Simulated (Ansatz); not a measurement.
Relaxed bulk TaN:

```xyz
2
Lattice="2.9502 0.0000 0.0000 -1.4751 2.5549 0.0000 0.0000 0.0000 2.8978" Properties=species:S:1:pos:R:3 pbc="T T T"
Ta    0.0000    1.7033    1.4489
N     0.0000    0.0000    0.0000
```

Miller indices refer to the conventional cell of P-6m2 (No. 187), a = 2.950 Å, b = 2.950 Å, c = 2.898 Å, α = 90.00°, β = 90.00°, γ = 120.00°.

Consider the (001) slab of 9 planes, 11.6 Å thick with 15 Å of vacuum as cut; outer planes Ta (top) and Ta (bottom), all atoms relaxed.

The calculation used DFT PBE, scalar-relativistic, plane waves, PAW (Ansatz 0.2.0). Cutoff 420 eV; k points 12×12×1 on the computed 9-atom cell (Γ-centred); Gaussian smearing, width 0.10 eV; no spin polarisation. The cell repeats along c with a dipole correction in the vacuum.

The slab isn't stoichiometric (Ta5N4), so its surface energy depends on the chemical potentials; it is given with the excess atoms taken from the element's standard state, a limit at which the compound may itself be unstable, so the figure can be too low. The work function read from the bulk's Fermi level differs by 0.20 eV, so the slab's middle doesn't match the bulk reference (too thin, or relaxed to another structure or magnetic state).

Task: Estimate the surface energy with the excess atoms taken from the elements.

Result: 3.14 J/m².

Task: Estimate the work function.

Result: 5.10 eV.

Task: The top two planes lie 1.449 Å apart in the bulk. How does relaxation change this?

Result: The spacing becomes 1.472 Å (+1.6 %).

Spin-orbit coupling is left out, which matters for the bands of heavy elements. Spin polarisation was left out, and a magnetic state may lie lower.

The reference crystal is a form of TaN, which isn't its usual structure.